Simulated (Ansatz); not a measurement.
**Ca: a two-dimensional strain map**

The task, for Ca: strain the cell in the xy plane and along z independently.

Computed with Ansatz 0.2.0 (DFT PBE, scalar-relativistic, plane waves, PAW, unless a step's input says otherwise).

**1. Starting point**

It takes space group Pm-3m (No. 221, cubic). The conventional cell has a = 3.489 Å, b = 3.489 Å, c = 3.489 Å, α = 90.00°, β = 90.00°, γ = 90.00°. Ca (site symmetry m-3m) is surrounded by 6 Ca at 3.49 Å.

Structure file:

```cif
data_structure
_symmetry_space_group_name_H-M 'P 1'
_symmetry_Int_Tables_number 1
_cell_length_a 3.4887
_cell_length_b 3.4887
_cell_length_c 3.4887
_cell_angle_alpha 90.000
_cell_angle_beta 90.000
_cell_angle_gamma 90.000
_cell_volume 42.46
loop_
_atom_site_label
_atom_site_type_symbol
_atom_site_fract_x
_atom_site_fract_y
_atom_site_fract_z
_atom_site_occupancy
Ca1 Ca 0.00000 0.00000 0.00000 1
```

It goes back to an entry of the Materials Project, which need not be the stable form.

The cell is taken as given, not relaxed at this level.

**2. The reference: the undisturbed cell on the scan's mesh**

Input file input.yaml:

```yaml
crystal:
  lattice:
    - [3.48865634, 0.0, 0.0]
    - [0.0, 3.48865634, 0.0]
    - [0.0, 0.0, 3.48865634]
  atoms:
    - { symbol: Ca, position: [0.0, 0.0, 0.0] }
basis:
  ecutwfc: 420
kpoints:
  mp_grid: { grid: [14, 14, 14] }
hamiltonian:
  xc: pbe
scf:
  occupations: { method: gaussian, width: 0.15 }
output:
  forces: true
  stress: true
  eigenvalues: true
```

The session goes on with these runs: At p = -0.030, q = -0.030; p = -0.030, q = 0.000; p = -0.030, q = 0.030; p = 0.000, q = -0.030; point p = 0.000, q = 0.030; p = 0.030, q = -0.030; At p = 0.030, q = 0.000; point p = 0.030, q = 0.030; p = -0.030, q = -0.015; point p = -0.030, q = 0.015; p = -0.015, q = -0.030; p = -0.015, q = 0.000; point p = -0.015, q = 0.030.

**Question.** What will these runs give? Wanted: highest point; lowest point away from the origin.

The runs gave:

```
                         quantity                                      value
                    highest point  21.0 meV/atom at (p, q) = (-0.030, 0.030)
lowest point away from the origin             2.9 meV/atom at (0.000, 0.030)
```

**Reading.** No computed point lies below the origin. At |p| = |q| = 0.030, points where p and q have the same sign cost 12.2 meV/atom on average, those of opposite sign 18.8: here the strains of opposite sign cost more.
